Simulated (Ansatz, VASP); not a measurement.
Two plane-wave programs on MgI2

```
I Mg
1.0
     4.05549    0.00000    0.00000
    -2.02774    3.51215    0.00000
     0.00000    0.00000    6.73955
I Mg
2 1
Direct
  0.66667 0.33333 0.75000
  0.33333 0.66667 0.25000
  0.00000 0.00000 0.00000
```

Change from the starting cell: volume scaled by 0.94.

Alike in both runs: task single point; functional PBEsol; k mesh 8 × 8 × 4; occupations fermi-dirac, width 0.05 eV; no spin polarisation.

```csv
,VASP,Ansatz
version,VASP 6.6.1,Ansatz 0.2.0
potentials or method,"VASP PAW PBE potentials, release 64 (I, Mg)",Ansatz PAW
plane-wave cutoff (eV),520,420
valence electrons in the cell,16,44
```

VASP gave:

```
gap on the k mesh at the Fermi level (eV)       : 3.46
least direct gap on the mesh (eV)               : 3.77
pressure (GPa)                                  : 1.2
largest component of the traceless stress (GPa) : 0.35
rms of the force components (eV/Å)              : 0.008
```

Question: Estimate Ansatz's values.

Answer: gap on the k mesh at the Fermi level (eV): 3.48; least direct gap on the mesh (eV): 3.78; pressure (GPa): 1.2; largest component of the traceless stress (GPa): 0.35; rms of the force components (eV/Å): 0.007.

Atom by atom the forces differ by 0.001 eV/Å (rms over components). The two sets of potentials don't hold the same shells in valence.

Caveats: spin-orbit coupling is left out, which moves the levels of the heavy elements; this functional lacks dispersion, which binds the layers, so the pressure and a relaxed spacing across them are unreliable; the PAW data sets were made with another functional, which shifts forces and pressure a little (VASP); the PAW data sets come from PBE, with cores solved anew for the run's functional, which leaves a small shift of forces and pressure (Ansatz). A k mesh can miss the band edges.
